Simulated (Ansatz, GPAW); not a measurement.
# Ballistic transport through a Ag chain with one P atom in line, from relaxation to T(E), part 3 of 4

How well does a Ag chain with one P atom in line conduct once its atoms have relaxed, and how much do cheaper levels lose?

GPAW 26.7.0 and Ansatz 0.2.0; Ansatz plane waves; relaxation of the junction with the lead ends held (the session's first sound run).

So far, transmission at the Fermi level (one spin): step 3 (plane waves, PBE) 0.389. Also open channels of the lead at the Fermi level (one spin): step 3 1.

## (4) GPAW, dzp

The script solves lead and junction separately, takes H and S in the orbital basis, and joins semi-infinite leads through their self-energies; the dzp basis is the working standard.

This step: GPAW LCAO, PAW setups; Landauer transmission from Green's functions with principal layers (ASE), zero bias (GPAW 26.7.0).

Contents of run.py:

```python
import json
import numpy as np
from ase import Atoms
from ase.transport.calculators import TransportCalculator
from gpaw import GPAW, FermiDirac
from gpaw.lcao.tools import get_lcao_hamiltonian
from scipy.linalg import eigh

# The junction with lead layers at both ends, along the third cell vector
device = Atoms(
    ['Ag', 'Ag', 'Ag', 'Ag', 'Ag', 'Ag', 'Ag', 'P', 'Ag', 'Ag', 'Ag', 'Ag', 'Ag', 'Ag', 'Ag'],
    positions=[
        [4.50000, 4.50000, 1.33000],
        [4.50000, 4.50000, 3.99000],
        [4.50000, 4.50000, 6.65000],
        [4.50000, 4.50000, 9.31000],
        [4.50000, 4.50000, 11.97000],
        [4.39206, 4.65417, 14.75390],
        [4.57860, 4.35036, 17.66436],
        [3.83536, 5.42765, 19.62750],
        [4.57933, 4.34391, 21.58646],
        [4.38635, 4.66003, 24.48105],
        [4.50000, 4.50000, 27.26320],
        [4.50000, 4.50000, 29.92320],
        [4.50000, 4.50000, 32.58320],
        [4.50000, 4.50000, 35.24320],
        [4.50000, 4.50000, 37.90320]],
    cell=[[9.0, 0.0, 0.0], [0.0, 9.0, 0.0], [0.0, 0.0, 39.2332]],
    pbc=True)

# One principal layer of the lead: the first 4 atoms of the device
lead = Atoms(
    ['Ag', 'Ag', 'Ag', 'Ag'],
    positions=[
        [4.50000, 4.50000, 1.33000],
        [4.50000, 4.50000, 3.99000],
        [4.50000, 4.50000, 6.65000],
        [4.50000, 4.50000, 9.31000]],
    cell=[[9.0, 0.0, 0.0], [0.0, 9.0, 0.0], [0.0, 0.0, 10.64]],
    pbc=True)

settings = dict(mode='lcao', basis='dzp', xc='PBE', h=0.2,
                occupations=FermiDirac(0.1), maxiter=250,
                mixer=dict(beta=0.1, nmaxold=8, weight=100.0),
                convergence=dict(density=0.0001))
energies = np.arange(-2, 2 + 1e-9, 0.025)
eta = 0.0001
n1, n2 = 1, 1
# k and -k transmit alike, so half of the mesh across the current serves
mesh = [(i, j) for i in range(n1) for j in range(n2) if (i, j) <= (-i % n1, -j % n2)]
weights = np.array([1 if (i, j) == (-i % n1, -j % n2) else 2 for i, j in mesh]) / (n1 * n2)


def ground_state(atoms, size, txt):
    atoms.calc = GPAW(kpts={'size': size, 'gamma': True}, symmetry={'tolerance': 1e-3}, txt=txt, **settings)
    atoms.get_potential_energy()
    return atoms.calc.get_fermi_level()


def blocks(atoms, fermi, points, nz, cells):
    """H - E_F S and S between cell 0 and the cells above it, at each point across the current."""
    kz = np.arange(nz) / nz
    calc = atoms.calc.fixed_density(kpts=[(*k, z) for k in points for z in kz], symmetry='off', txt=None)
    H, S = get_lcao_hamiltonian(calc)
    H = (H - fermi * S).reshape(len(H), len(points), nz, *S.shape[1:])
    S = S.reshape(H.shape[1:])
    phases = [np.exp(-2j * np.pi * kz * R) / nz for R in cells]
    return [(np.einsum('skzij,z->ksij', H, p), np.einsum('kzij,z->kij', S, p)) for p in phases]


def pair(a, b):
    return np.block([[a, b], [b.T.conj(), a]])


def count_channels(h, s, cells, nk=240):
    """Half the number of times that the lead's bands cross each energy, unfolded to its shortest repeat."""
    b = len(h) // cells
    bands = []
    for k in (np.arange(nk + 1) + 0.5) / nk:
        hk, sk = h[:b, :b].copy(), s[:b, :b].copy()
        for R in range(1, cells):
            phase, block = np.exp(2j * np.pi * k * R), slice(R * b, (R + 1) * b)
            hk += h[:b, block] * phase + (h[:b, block] * phase).T.conj()
            sk += s[:b, block] * phase + (s[:b, block] * phase).T.conj()
        w, u = eigh(sk)
        x = u[:, w > 1e-5] / w[w > 1e-5]**0.5  # drop near-dependent combinations
        bands.append(np.r_[eigh(x.T.conj() @ hk @ x, eigvals_only=True), [1e9] * (w <= 1e-5).sum()])
    below = np.array(bands)[:, :, None] < energies
    return (below[1:] != below[:-1]).sum((0, 1)) / 2


fermi_lead = ground_state(lead, (1, 1, 11), 'lead.txt')
fermi_device = ground_state(device, (1, 1, 2), 'device.txt')
T, channels, eigen, tail, misfit, shifts = [], [], [], 0.0, 0.0, []
for first in range(0, len(mesh), 493):
    points = [(i / n1, j / n2) for i, j in mesh[first:first + 493]]
    (H0k, S0k), (H1k, S1k), (H2k, _) = blocks(lead, fermi_lead, points, 5, range(3))
    [(Hk, Sk)] = blocks(device, fermi_device, points, 2, [0])
    tail = max(tail, abs(H2k).max())
    for H0, S0, H1, S1, H, S in zip(H0k, S0k, H1k, S1k, Hk, Sk):
        n = len(S0)
        # Shift the lead onto the potential of the device's first layer
        shift = ((H[:, 0, 0] - H0[:, 0, 0]) / S0[0, 0]).real.mean()
        shifts.append(shift)
        misfit = max(misfit, abs(H[:, :n, :n] - H0 - shift * S0).max())
        Tk, Ck, Ek = [], [], []
        for s in range(len(H)):
            t = s % len(H0)  # a lead without moments serves both spins
            h1, s1 = pair(H0[t] + shift * S0, H1[t] + shift * S1), pair(S0, S1)
            leads = dict(h1=h1, s1=s1, energies=energies, eta=eta, eta1=eta, eta2=eta)
            calc = TransportCalculator(h=H[s], s=S, eigenchannels=3, **leads)
            Tk.append(calc.get_transmission())
            Ek.append(np.sort(calc.eigenchannels_ne, axis=0)[::-1])
            Ck.append(count_channels(h1, s1, 8))
        T.append(Tk)
        channels.append(Ck)
        eigen.append(Ek)
T, channels = np.array(T), np.array(channels)
mean, open_channels = np.einsum('kse,k->se', T, weights), np.einsum('kse,k->se', channels, weights)

print(f'basis functions: device {len(S)}, principal layer {n}')
print(f'Fermi level: lead {fermi_lead:.4f} eV, device {fermi_device:.4f} eV; lead shifted by {np.mean(shifts):.4f} eV')
print(f'largest coupling past the next layer {tail:.2e} eV, largest misfit of the first layer {misfit:.3f} eV')
print('  E-E_F (eV)   ' + 'T (one spin)  channels')
for e, t, c in zip(energies, mean.T, open_channels.T):
    print(f'{e:10.3f}  ', *[f'{x:11.4e}' for x in t], *[f'{x:9.4f}' for x in c])

kT = 8.617333e-5 * 300
fine = np.linspace(energies[0], energies[-1], 4001)
both = np.exp(np.interp(fine, energies, np.log(np.maximum(mean.sum(0) * 2 / len(mean), 1e-30))))
fermi = lambda mu: 1 / (1 + np.exp(np.clip((fine - mu) / kT, -200, 200)))
slope = fermi(0) * (1 - fermi(0)) / kT
G = np.trapezoid(both * slope, fine) / 2
seebeck = -np.trapezoid(both * slope * fine, fine) / (2 * G * 300) * 1e6
print(f'conductance at 300 K: {G:.5g} G0 a cell; thermopower {seebeck:.4g} uV/K')
bias = [0.1, 0.2, 0.5, 1.0, 1.5, 2.0]
current = [38.74 * np.trapezoid(both * (fermi(V / 2) - fermi(-V / 2)), fine) for V in bias]
for V, I in zip(bias, current):
    print(f'current from the zero-bias T(E) at {V} V: {I:.5g} uA')
zero = abs(energies).argmin()
json.dump(dict(energies=energies.tolist(), T=mean.tolist(), channels=open_channels.tolist(), G=G, seebeck=seebeck,
               bias=bias, current=current, tail=tail, misfit=misfit, shift=np.mean(shifts), n_device=len(S), n_lead=n,
               fermi=[fermi_lead, fermi_device], energy=device.get_potential_energy(),
               moments=device.get_magnetic_moments().tolist(), mesh=mesh, weights=weights.tolist(),
               T_k=T[:, :, zero].tolist(), eigen=np.array(eigen[0]).tolist()), open('result.json', 'w'))
```

On the command line:

```console
$ OMP_NUM_THREADS=1 OPENBLAS_NUM_THREADS=1 python run.py
```

What it wrote:

```text
basis functions: device 391, principal layer 108
Fermi level: lead -3.7843 eV, device -3.7660 eV; lead shifted by 0.0030 eV
largest coupling past the next layer 3.56e-05 eV, largest misfit of the first layer 0.209 eV
  E-E_F (eV)   T (one spin)  channels
    -2.000    5.1007e-03    3.0000
    -1.975    4.2615e-03    3.0000
    -1.950    3.5258e-03    3.0000
    -1.925    2.9072e-03    3.0000
    -1.900    2.4010e-03    3.0000
    -1.875    1.9867e-03    3.0000
    -1.850    1.6394e-03    3.0000
    -1.825    1.3410e-03    3.0000
    -1.800    1.0875e-03    3.0000
    -1.775    5.9504e-04    3.0000
    -1.750    2.5788e-04    1.0000
    -1.725    1.9029e-04    1.0000
    -1.700    1.3135e-04    1.0000
    -1.675    8.7295e-05    1.0000
    -1.650    5.6213e-05    1.0000
    -1.625    3.4260e-05    1.0000
[...]
1.825    1.9150e-01    1.0000
     1.850    1.8479e-01    1.0000
     1.875    1.7795e-01    1.0000
     1.900    1.7099e-01    1.0000
     1.925    1.6391e-01    1.0000
     1.950    1.5675e-01    1.0000
     1.975    1.4950e-01    1.0000
     2.000    1.4219e-01    1.0000
conductance at 300 K: 0.3726 G0 a cell; thermopower -8.953 uV/K
current from the zero-bias T(E) at 0.1 V: 2.8768 uA
current from the zero-bias T(E) at 0.2 V: 5.6938 uA
current from the zero-bias T(E) at 0.5 V: 13.243 uA
current from the zero-bias T(E) at 1.0 V: 22.313 uA
current from the zero-bias T(E) at 1.5 V: 41.149 uA
current from the zero-bias T(E) at 2.0 V: 54.452 uA
```

Run time: 2.4 min. Hardware: 1 thread of Intel Xeon Platinum 8259CL at 2.50GHz (Skylake/Cascade Lake), shared host; peak memory 1.4 GiB.

This step gave:

```yaml
conductance: 0.3726 G₀
thermopower: -8.953 μV/K
largest_coupling_past_the_next_principal_layer: 3.56e-5 eV
largest_misfit_of_the_first_principal_layer: 0.2093 eV
shift_that_aligns_the_lead: 0.002972 eV
basis_functions_of_the_junction: 391
basis_functions_of_a_principal_layer: 108
transmission_at_the_fermi_level_one_spin: 0.3762
```

One spin. Transmission, zone mean against energy, zero at the Fermi level:

energy (eV), transmission, zone mean and a bar from the least value:
```
   -2.000      0.005 
   -1.900      0.002 
   -1.800      0.001 
   -1.700      0.000 
   -1.600      0.000 
   -1.500      0.000 
   -1.400      0.000 
   -1.300      0.000 
   -1.200      0.000 
   -1.100      0.000 
   -1.000      0.015 
   -0.900      0.203 #######
   -0.800      0.606 ####################
   -0.700      0.929 ##############################
   -0.600      0.595 ###################
   -0.500      0.120 ####
   -0.400      0.002 
   -0.300      0.097 ###
   -0.200      0.220 #######
   -0.100      0.315 ##########
    0.000      0.376 ############
    0.100      0.406 #############
    0.175      0.413 #############
    0.200      0.413 #############
    0.300      0.405 #############
    0.400      0.392 #############
    0.500      0.379 ############
    0.600      0.367 ############
    0.700      0.357 ############
    0.800      0.349 ###########
    0.900      0.342 ###########
    1.000      0.333 ###########
    1.100      0.324 ##########
    1.200      0.312 ##########
    1.300      0.298 ##########
    1.400      0.283 #########
    1.500      0.265 #########
    1.600      0.245 ########
    1.700      0.223 #######
    1.800      0.198 ######
    1.900      0.171 ######
    2.000      0.142 #####
```

Crossings of the lead's bands, unfolded to its shortest repeat. The open channels, zone mean by energy, zero at the Fermi level:

energy (eV), open channels, zone mean and a bar:
```
   -2.000       3.00 ##############################
   -1.800       3.00 ##############################
   -1.600       1.00 ##########
   -1.400       0.00 
   -1.200       0.00 
   -1.000       1.00 ##########
   -0.800       1.00 ##########
   -0.600       1.00 ##########
   -0.400       1.00 ##########
   -0.200       1.00 ##########
    0.000       1.00 ##########
    0.200       1.00 ##########
    0.400       1.00 ##########
    0.600       1.00 ##########
    0.800       1.00 ##########
    1.000       1.00 ##########
    1.200       1.00 ##########
    1.400       1.00 ##########
    1.600       1.00 ##########
    1.800       1.00 ##########
    2.000       1.00 ##########
```

Not self-consistent under bias; the bias window is split evenly. Table of current through one cell, from the zero-bias transmission by bias:

```
bias (V)  current through one cell, from the zero-bias transmission (μA)
   0.100                                                            2.88
   0.200                                                            5.69
   0.500                                                            13.2
   1.000                                                            22.3
   1.500                                                            41.1
   2.000                                                            54.5
```

Table of transmission of the three most open eigenchannels by energy, zero at the Fermi level:

```
energy (eV)  channel 1  channel 2  channel 3
     -2.000    0.00393     8.6e-4     3.1e-4
     -1.800    0.00107     1.1e-5     5.6e-6
     -1.600     9.1e-6     2.4e-8          0
     -1.400     2.4e-8          0          0
     -1.200     2.6e-8          0          0
     -1.000     0.0153    3.4e-10    1.5e-10
     -0.800      0.606     1.7e-8          0
     -0.600      0.595     1.8e-8          0
     -0.400    0.00225     3.4e-8          0
     -0.200      0.220     2.1e-8          0
      0.000      0.376     2.1e-8          0
      0.200      0.413     2.1e-8          0
      0.400      0.392     2.1e-8          0
      0.600      0.367     2.1e-8          0
      0.800      0.349     2.2e-8          0
      1.000      0.333     2.2e-8          0
      1.200      0.312     2.2e-8          0
      1.400      0.283     2.2e-8          0
      1.600      0.245     2.2e-8          0
      1.800      0.198     2.2e-8          0
      2.000      0.142     2.1e-8          0
```

At the Fermi level T is 0.376 against 0.389 in plane waves. Couplings past the next layer reach 3.6e-5 eV, small enough to drop; the matrix elements of the cell's first layer differ from the bulk lead's by up to 0.21 eV. That layer keeps its own values in the calculation, and only beyond it is the lead taken as perfect. The Fermi levels of lead and junction count from different zeros of potential, one for each periodic cell; with both set to zero, the small remaining shift is what aligns them. By hand: G = 0.3726 × 77.48 μS = 28.9 μS, a resistance of 34.6 kΩ; at 0.1 V a linear junction would pass 2.89 μA, and the integral over the bias window gives 2.88 μA. Mott's formula, S = -(π²/3)(k_B²T/e) d ln T/dE, has the prefactor 7.33 μV/K·eV at 300 K; T = 0.3640 at -0.025 eV and 0.3866 at 0.025 eV give a slope of 1.20 per eV and S = -8.83 μV/K, beside -8.95 μV/K from the thermal integral, which interpolates the same grid.

## (5) Single-zeta polarised basis

One radial function a shell plus polarisation makes the matrices smaller; the question is what that costs.

run.py: that of step 4 with these lines changed.

```diff
@@ -41,3 +41,3 @@
 
-settings = dict(mode='lcao', basis='dzp', xc='PBE', h=0.2,
+settings = dict(mode='lcao', basis='szp(dzp)', xc='PBE', h=0.2,
                 occupations=FermiDirac(0.1), maxiter=250,
```

What it wrote:

```text
basis functions: device 219, principal layer 60
Fermi level: lead -3.7331 eV, device -3.7320 eV; lead shifted by 0.0130 eV
largest coupling past the next layer 3.56e-05 eV, largest misfit of the first layer 0.202 eV
  E-E_F (eV)   T (one spin)  channels
    -2.000    5.8344e-03    3.0000
    -1.975    5.1658e-03    3.0000
    -1.950    4.5239e-03    3.0000
[...]
1.975    1.4121e-01    1.0000
     2.000    1.3413e-01    1.0000
conductance at 300 K: 0.34426 G0 a cell; thermopower -9.544 uV/K
current from the zero-bias T(E) at 0.1 V: 2.6582 uA
current from the zero-bias T(E) at 0.2 V: 5.2619 uA
current from the zero-bias T(E) at 0.5 V: 12.25 uA
current from the zero-bias T(E) at 1.0 V: 20.648 uA
current from the zero-bias T(E) at 1.5 V: 38.257 uA
current from the zero-bias T(E) at 2.0 V: 50.486 uA
```

Elapsed: 1.8 min, on 1 thread; peak memory 1.4 GiB.

This step gave:

```
conductance                                 : 0.3443 G₀
thermopower                                 : -9.544 μV/K
largest misfit of the first principal layer : 0.2022 eV
shift that aligns the lead                  : 0.01296 eV
basis functions of the junction             : 219
basis functions of a principal layer        : 60
transmission at the Fermi level (one spin)  : 0.3476
```

One spin. The transmission, zone mean by energy, zero at the Fermi level:

```
energy (eV)  transmission, zone mean
     -2.000                  0.00583
     -1.900                  0.00338
     -1.800                  0.00168
     -1.700                   3.3e-4
     -1.600                   5.5e-5
     -1.500                   1.0e-8
     -1.400                   1.0e-8
     -1.300                   1.1e-8
     -1.200                   1.0e-8
     -1.100                   4.9e-9
     -1.000                   0.0132
     -0.900                    0.167
     -0.800                    0.551
     -0.700                    0.908
     -0.600                    0.537
     -0.500                   0.0955
     -0.400                  0.00281
     -0.300                   0.0891
     -0.200                    0.200
     -0.100                    0.288
      0.000                    0.348
      0.100                    0.378
      0.200                    0.386
      0.300                    0.379
      0.400                    0.366
      0.500                    0.353
      0.600                    0.342
      0.700                    0.334
      0.800                    0.327
      0.900                    0.321
      1.000                    0.314
      1.100                    0.306
      1.200                    0.295
      1.300                    0.283
      1.400                    0.268
      1.500                    0.251
      1.600                    0.233
      1.700                    0.211
      1.800                    0.188
      1.900                    0.162
      2.000                    0.134
```

The conductance, 0.344 G₀, lies 7.6 % below that of the dzp run.

## (6) GPAW, sz: basis = "sz(dzp)"

One function for each valence shell of the setup, as for a first survey of a large system.

run.py: that of step 5 with these lines changed.

```diff
@@ -41,3 +41,3 @@
 
-settings = dict(mode='lcao', basis='szp(dzp)', xc='PBE', h=0.2,
+settings = dict(mode='lcao', basis='sz(dzp)', xc='PBE', h=0.2,
                 occupations=FermiDirac(0.1), maxiter=250,
```

What it wrote:

```text
basis functions: device 172, principal layer 48
Fermi level: lead -3.7330 eV, device -3.7466 eV; lead shifted by 0.0132 eV
largest coupling past the next layer 3.59e-05 eV, largest misfit of the first layer 0.091 eV
  E-E_F (eV)   T (one spin)  channels
    -2.000    1.6223e-02    3.0000
    -1.975    2.6615e-02    3.0000
    -1.950    1.1013e-02    3.0000
[...]
1.975    1.6247e-01    1.0000
     2.000    1.5552e-01    1.0000
conductance at 300 K: 0.30801 G0 a cell; thermopower -11.56 uV/K
current from the zero-bias T(E) at 0.1 V: 2.3767 uA
current from the zero-bias T(E) at 0.2 V: 4.6954 uA
current from the zero-bias T(E) at 0.5 V: 10.79 uA
current from the zero-bias T(E) at 1.0 V: 19.126 uA
current from the zero-bias T(E) at 1.5 V: 38.009 uA
current from the zero-bias T(E) at 2.0 V: 48.389 uA
```

Run time: 80 s. Hardware: 1 thread; peak memory 1.3 GiB.

This step gave:

```
conductance                                    : 0.3080 G₀
thermopower                                    : -11.56 μV/K
largest coupling past the next principal layer : 3.59e-5 eV
largest misfit of the first principal layer    : 0.09119 eV
shift that aligns the lead                     : 0.01316 eV
basis functions of the junction                : 172
basis functions of a principal layer           : 48
transmission at the Fermi level (one spin)     : 0.3115
```

One spin. Transmission, zone mean against energy, zero at the Fermi level:

```
energy (eV)  transmission, zone mean
     -2.000                   0.0162
     -1.900                  0.00475
     -1.800                  0.00747
     -1.700                  0.00491
     -1.600                  0.00272
     -1.500                   5.9e-4
     -1.400                   1.0e-4
     -1.300                  1.5e-12
     -1.200                        0
     -1.100                        0
     -1.000                  0.00492
     -0.900                    0.107
     -0.800                    0.408
     -0.700                    0.797
     -0.650                    0.879
     -0.600                    0.769
     -0.500                    0.282
     -0.400                   0.0130
     -0.300                   0.0401
     -0.200                    0.151
     -0.100                    0.248
      0.000                    0.312
      0.100                    0.345
      0.200                    0.355
      0.225                    0.356
      0.300                    0.352
      0.400                    0.342
      0.500                    0.332
      0.600                    0.323
      0.700                    0.316
      0.800                    0.310
      0.900                    0.306
      1.000                    0.302
      1.100                    0.297
      1.200                    0.291
      1.300                    0.283
      1.400                    0.273
      1.500                    0.261
      1.600                    0.246
      1.700                    0.228
      1.800                    0.207
      1.900                    0.182
      2.000                    0.156
```

The conductance, 0.308 G₀, lies 17 % below that of the dzp run.

(Part 3 of 4 ends here.)

[Logs are printed without paths, hosts, clocks, repeated set-up lines and the standing remarks that a program may print on its own settings, such as how far it seeks lower states.]

[Hosts, paths, dates, database ids (printed as entryN), source tags and the programs' standing remarks are cut or masked in the printed files.]
